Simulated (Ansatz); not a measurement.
Theory: DFT PBE, scalar-relativistic, plane waves, PAW (Ansatz 0.2.0). All cells share a 420 eV cutoff and Γ-centred k meshes spaced at most about 0.3 Å⁻¹ (about 0.25 or finer for metals, 2π included). No spin polarisation.

Energies over the elements count from the elements' standard structures at the same level, with no fitted energy shifts.

All energies are static (0 K, no zero-point motion). Weakly bound directions are ill-defined at this level, which has no dispersion term (Be3Se2 R-3c, Be2Se3 P1, BeSe2 P4/nmm, BeSe3 P-42_1m). The reference form of Se is held partly by dispersion forces, which this level lacks.

Other known phases may be missing.

Problem. Which compounds of Be and Se are stable? The compositions tried were Be4Se, Be3Se, Be2Se, Be3Se2, BeSe, Be3Se4, Be2Se3, BeSe2, BeSe3.

Solution. Stable among them, with formation energies: BeSe (F-43m, -0.80 eV/atom). Nearest above the hull: BeSe3 (74 meV/atom above the hull); BeSe2 (140 meV/atom above the hull); Be3Se4 (167 meV/atom above the hull).

Some candidate types were left out of the draw beforehand, so a known form may be missing.
